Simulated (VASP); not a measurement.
# Settings for MoTe₂: self-consistent run

MoTe₂, P6_3/mmc (no. 194), 6 atoms in the cell. R2SCAN with rVV10; PAW potentials Te, Mo_sv (PBE set). VASP 6.6.1.

Wanted: levels at the zone centre within 0.003 eV.

What the run is for: levels; Accuracy asked: tight.

Levels at the zone centre: counted from the valence top at that point.

POSCAR:
```
Te2Mo
1.0
    3.5182000000      0.0000000000      0.0000000000
   -1.7591000000      3.0468505756      0.0000000000
    0.0000000000      0.0000000000     13.9736000000
Te Mo
4 2
Direct
    0.6666666667      0.3333333333      0.3790000000
    0.3333333333      0.6666666667      0.8790000000
    0.6666666667      0.3333333333      0.1210000000
    0.3333333333      0.6666666667      0.6210000000
    0.6666666667      0.3333333333      0.7500000000
    0.3333333333      0.6666666667      0.2500000000
```

The series start from Plane-wave cutoff (eV): 320; k-point mesh: 7 × 7 × 2; Precision mode (PREC): Accurate; Electronic threshold (eV): 1e-6; Bands in all (NBANDS): 40; Aspherical gradient terms in the spheres (LASPH): yes; Electronic algorithm: ALGO=Normal; Placing of the Fermi level (EFERMI): EFERMI=MIDGAP; Support grid and gradient cutoff: ADDGRID=False GGA_COMPAT=False. Each series keeps the choices made before it, and each single choice may use up half of a tolerance.

## Plane-wave cutoff (eV)

| Plane-wave cutoff (eV) | Levels at the zone centre, largest deviation (eV) | SCF iterations | Time (s) |
|---|---|---|---|
| 200 | 0.0180 | 37 | 191 |
| 240 | 0.0023 | 36 | 304 |
| 280 | 0.0013 | 39 | 403 |
| 320 | 0.0004 | 34 | 443 |
| 370 | 0.0004 | 35 | 525 |
| 430 | 0.0003 | 35 | 813 |
| 510 | 0.0001 | 34 | 1151 |
| 640 (reference) | 0.0000 | 34 | 1398 |

## k-point mesh

| k-point mesh | Levels at the zone centre, largest deviation (eV) | SCF iterations | Time (s) |
|---|---|---|---|
| 3 × 3 × 1 | 0.0715 | 38 | 167 |
| 4 × 4 × 1 | 0.0078 | 41 | 290 |
| 5 × 5 × 1 | 0.0011 | 43 | 286 |
| 6 × 6 × 2 | 0.0010 | 39 | 411 |
| 7 × 7 × 2 | 0.0005 | 39 | 403 |
| 9 × 9 × 2 | 0.0000 | 38 | 446 |
| 11 × 11 × 3 (reference) | 0.0000 | 40 | 695 |

## Question

The rows run from the loosest to the tightest. For each series: choose the loosest value from which every tighter one stays within half of the tolerance.

## Answer

- Plane-wave cutoff (eV): 280
- k-point mesh: 5 × 5 × 1

## All choices together

| Input | Levels at the zone centre, largest deviation (eV) | Time (s) |
|---|---|---|
| the program's defaults (naive) | 0.0064 | 21 |
| chosen settings | 0.0022 | 286 |
| reference settings throughout | 0.0000 | 2011 |

The chosen settings stay within the tolerance of the reference run, but the reference itself isn't shown to be converged in: Electronic threshold (eV), Bands in all (NBANDS).

Values of the reference run: Levels at the zone centre: -0.4173, 0, 3.02 eV from the valence top at Gamma.

## The input

INCAR:
```
  METAGGA = R2SCAN
  LUSE_VDW = T
  IVDW_NL = 2
  BPARAM = 11.95
  CPARAM = 0.0093
  ISMEAR = 0
  SIGMA = 0.03
  LWAVE = F
  LCHARG = F
  ISIF = 2
  PREC = Accurate
  LASPH = T
  LREAL = F
  ALGO = Normal
  EDIFF = 1E-6
  NELM = 120
  GGA_COMPAT = F
  ENCUT = 280
  EFERMI = MIDGAP
  LMIXTAU = T
  KPAR = 2
  NBANDS = 40
  ADDGRID = F
```

KPOINTS:
```
Automatic mesh
0
Gamma
  5 5 1
  0 0 0
```

Commands:
```
cat potpaw_PBE.64/Te/POTCAR potpaw_PBE.64/Mo_sv/POTCAR > POTCAR
mpirun -np 2 vasp_std > vasp.out
```

The chosen input took VASP 6.6.1 286 s on 2 cores (Intel Xeon Platinum 8259CL @ 2.50GHz (Skylake/Cascade Lake)), a shared host.

## An input that fails: too few electronic steps

The electronic loop stops at its limit of 6 steps.

Changes against the starting input:
```
- NELM = 120
+ NELM = 6
```
